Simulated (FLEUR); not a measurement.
Ge: band structure with LDA (Wigner correlation)

**What was measured.**

“Temperature-dependent photoluminescence in Ge: experiment and theory”, 2020, arxiv:2003.00143 reports, for a bulk crystal of Ge at 0 K: band gap 0.744 eV (indirect).

The system is Ge.

```
Ge
1.0
     0.00000    2.82891    2.82891
     2.82891    0.00000    2.82891
     2.82891    2.82891    0.00000
Ge
2
Direct
  0.75000 0.75000 0.75000
  0.50000 0.50000 0.50000
```

```json
{"Program": "FLEUR MaX-R8.1 (later development tree)", "Task": "band structure", "Functional": "LDA (Wigner correlation)", "Potentials or basis": "all-electron", "Basis": "FLAPW", "Kmax": "3.88 1/bohr", "k mesh": "8 × 8 × 8", "Occupations": "fermi-dirac, width 0.05 eV", "Spin": "no spin polarisation", "Gmax": "12 1/bohr", "Muffin-tin radii": "Ge 2.14 bohr", "lmax": "Ge 9", "Local orbitals a species": "Ge 6", "Max iterations": "60", "Mixing factor": "0.05", "Mixer": "Anderson", "Mixer history": "15", "Density convergence": "1e-05 me/bohr^3"}
```

| Quantity | Value |
| --- | --- |
| Band gap along the path | none (metal or under the smearing width) |
| Valence electrons inside the program's atomic spheres | Ge 19.94 (radii Ge 2.14 bohr) |

Levels at the corners of the path, in eV from the Fermi level:
```
point  band 20  band 21  band 22  band 23  band 24  band 25
    Γ    -0.11     0.03     0.03     0.03     2.52     2.52
    X    -8.91    -3.07    -3.07     0.62     0.62     9.43
    W    -8.81    -3.93    -3.93     4.25     4.25     4.61
    K    -8.32    -4.37    -2.63     1.04     3.99     7.11
    Γ    -0.11     0.03     0.03     0.03     2.52     2.52
    L    -7.64    -1.38    -1.38     0.06     3.70     3.70
    U    -8.32    -4.37    -2.63     1.04     3.99     7.11
    W    -8.81    -3.93    -3.93     4.25     4.25     4.61
    L    -7.64    -1.38    -1.38     0.06     3.70     3.70
    K    -8.32    -4.37    -2.63     1.04     3.99     7.11
    U    -8.32    -4.37    -2.63     1.04     3.99     7.11
    X    -8.91    -3.07    -3.07     0.62     0.62     9.43
```

Core levels (eV from the Fermi level):
| atom | levels |
| --- | --- |
| 1 Ge | 1s1/2 -10932.1, 2s1/2 -1363.6, 2p1/2 -1213.6, 2p3/2 -1181.8 |
| 2 Ge | 1s1/2 -10932.1, 2s1/2 -1363.6, 2p1/2 -1213.6, 2p3/2 -1181.8 |

Wall time 20 s on 1 thread of Arm Neoverse V1 (shared host), peak memory 0.05 GiB.

A measured gap of Ge is 0.744 eV (indirect; 0 K; “Temperature-dependent photoluminescence in Ge: experiment and theory”, 2020, arxiv:2003.00143); the calculated 0.00 eV misses it by -0.74 eV. 3 values of this kind are on record (0.666 to 0.807 eV); this one was drawn at random among those near their median. Spin-orbit coupling on Ge is left out. The value is that of LDA (Wigner correlation), without temperature or zero-point motion.

Caveat: this crystal is a semiconductor, whose small gap the functional closes, so the metal is an error of the method.
